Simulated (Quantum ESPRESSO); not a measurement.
# KCl (Sylvite): zone-centre phonons and dielectric response under several settings

```
CELL_PARAMETERS angstrom
0.00000 3.14647 3.14647
3.14647 0.00000 3.14647
3.14647 3.14647 0.00000
ATOMIC_POSITIONS crystal
K 0.00000 0.00000 0.00000
Cl 0.50000 0.50000 0.50000
```

All runs used Quantum ESPRESSO 7.5; potentials PseudoDojo 0.4.1 SR LDA standard; k mesh 4 × 4 × 4, shifted; no spin polarisation; cutoff 980 eV; occupations smeared at first, fixed for the response.

```csv
level,geometry,volume (Å³/atom),pressure (GPa),lowest optical mode without the field (cm⁻¹),highest mode with the field (cm⁻¹),ε∞ (mean),ε0 (mean),Born charge of atom 1 (e)
LDA,relaxed at -3 GPa,34.38,-3.0,88,171,2.30,8.7,1.14
LDA,relaxed at 0 GPa,28.02,0.0,162,222,2.51,4.7,1.11
LDA,relaxed at 3 GPa,25.44,3.0,199,252,2.63,4.2,1.10
LDA,relaxed at 8 GPa,22.94,8.0,241,287,2.77,3.9,1.09
LDA,relaxed at 15 GPa,?,15.0,?,?,?,?,?
```

**Question.** What stands in the row left open?

**Answer.** Volume 20.84 Å³/atom; lowest optical mode without the field 283 cm⁻¹; highest mode with the field 324 cm⁻¹; ε∞ 2.92; ε0 3.8; Born charge of atom 1 1.08 e.

Caveats: the volume moved by over 15 % at a fixed basis, so the end points are rough (some runs); the cell is more than 3 GPa from zero pressure, which shifts response properties (some runs).

For the row left open. Caveat: the volume moved by over 15 % at a fixed basis, so the end points are rough; the cell is more than 3 GPa from zero pressure, which shifts response properties.
